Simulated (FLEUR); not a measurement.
The system is MnS.

```
Mn S
1.0
     0.00000    2.60450    2.60450
     2.60450    0.00000    2.60450
     2.60450    2.60450    0.00000
Mn S
1 1
Direct
  0.00000 0.00000 0.00000
  0.50000 0.50000 0.50000
```

Base run:

```yaml
Program: FLEUR MaX-R8.1 (later development tree)
Functional: RPBE
Potentials_or_basis: all-electron
Basis: FLAPW
Kmax: 4.58 1/bohr
k_mesh: 9 × 9 × 9
Occupations: fermi-dirac, width 0.05 eV
Spin: collinear spin, ferromagnetic start
Starting_moments: "[4.0, 0.0] μB"
```

Its results: net moment 4.85 μB per cell; site moments Mn +4.45; S +0.14 μB.

**Question.** The run is repeated on the same cell with these changes: functional from RPBE to PBEsol. What comes out?

**Answer.** Net moment 4.69 μB per cell; site moments Mn +4.29; S +0.13 μB.

Caveats: a cell with one magnetic atom can't hold antiferromagnetic order, which such compounds often take.

Not every run made on this cell is shown here.
